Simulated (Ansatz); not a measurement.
Take a crystal in which Ru has been replaced by Ag on all its sites, with the cell rescaled by a rough guess (in some cases also distorted within its space group) and nothing relaxed:

```
Ag
1.0
     2.58719    0.00000    0.00000
    -1.29359    2.24057    0.00000
     0.00000    0.00000    4.22213
Ag
2
Direct
  0.33333 0.66667 0.25000
  0.66667 0.33333 0.75000
```

Level of theory: DFT PBE, scalar-relativistic, plane waves, PAW in Ansatz 0.2.0.

Settings: cutoff 420 eV, Γ-centred mesh 18×18×10 on the computed 2-atom cell, Gaussian smearing of 0.10 eV; no spin polarisation.

(1) Will this cell want to expand or contract, and how hard?

(2) Is it a metal on this mesh?

Results:

(1) The pressure is 100.4 GPa (positive in compression), so the cell would expand.

(2) Yes, a band crosses the Fermi level.

This form isn't the element's structure at ambient conditions.